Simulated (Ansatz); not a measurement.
B2H6 on a (100) slab of Na (Im-3m (No. 229)), 4 planes, outer planes Na (top) and Na (bottom), 1 a cell of 66.5 Å², relaxed and still whole (its atoms last):

```
CELL_PARAMETERS angstrom
8.15590 0.00000 0.00000
0.00000 8.15590 0.00000
0.00000 0.00000 27.37802
ATOMIC_POSITIONS crystal
Na 0.25000 0.75000 0.29221
Na 0.25000 0.25000 0.29221
Na 0.75000 0.75000 0.29221
Na 0.75000 0.25000 0.29221
Na 0.50000 0.50000 0.36668
Na 0.50000 0.00000 0.36668
Na 0.00000 0.50000 0.36668
Na 0.00000 0.00000 0.36668
Na 0.75007 0.24946 0.44426
Na 0.75004 0.75000 0.44717
Na 0.25003 0.24966 0.44506
Na 0.25002 0.75000 0.44658
Na 0.99857 0.00860 0.52783
Na 0.99839 0.49020 0.52758
Na 0.50121 0.00882 0.52771
Na 0.50215 0.49025 0.52767
B 0.24782 0.85852 0.61793
B 0.25254 0.64035 0.61820
H 0.24996 0.74978 0.65417
H 0.25037 0.74908 0.58175
H 0.11810 0.92776 0.61861
H 0.37427 0.93347 0.61872
H 0.12605 0.56546 0.61904
H 0.38229 0.57116 0.61913
```

These are results of DFT PBE+D3(BJ), scalar-relativistic, plane waves, PAW (Ansatz), not measurements. Settings: cutoff 420 eV, Γ-centred mesh 3×3×1 on the computed 24-atom cell, Gaussian smearing of 0.10 eV; no spin polarisation. The cell repeats along c with a dipole correction in the vacuum.

It binds with 0.22 eV a molecule against the clean slab and the free molecule (no zero-point or thermal terms); its shortest contact is H–Na 2.75 Å. Take first-order desorption with no barrier to adsorption, no reaction on the face and an assumed prefactor of 10^13 s⁻¹.

**Question.** How long does a molecule stay at 573 K?

**Answer.** τ = ν⁻¹·exp(E/k_BT) with k_BT = 0.0494 eV: E/k_BT = 4.5, so τ ≈ 9×10^-12 s. At about one hit a site a second (10⁻⁶ mbar) the coverage is near τ × 1 s⁻¹, so a layer needs more than atmospheric pressure.

**Question.** Where does its peak lie in a desorption experiment heated at 2 K/s?

**Answer.** The peak obeys E/(k_B·T_p²) = (ν/β)·exp(−E/k_BT_p). Solving gives T_p ≈ 84 K (E/k_BT_p = 30.3). An error of 0.1 eV in E moves it by about 38 K, and larger molecules have larger prefactors, which lowers it.

**Question.** Is this physisorption or chemisorption?

**Answer.** The tightest contact, B–Na 3.42 Å, is 1.37 times the sum of covalent radii, and deformation and lateral interaction add up to +0.02 eV; about 0.02 e cross the plane between them. This is physisorption.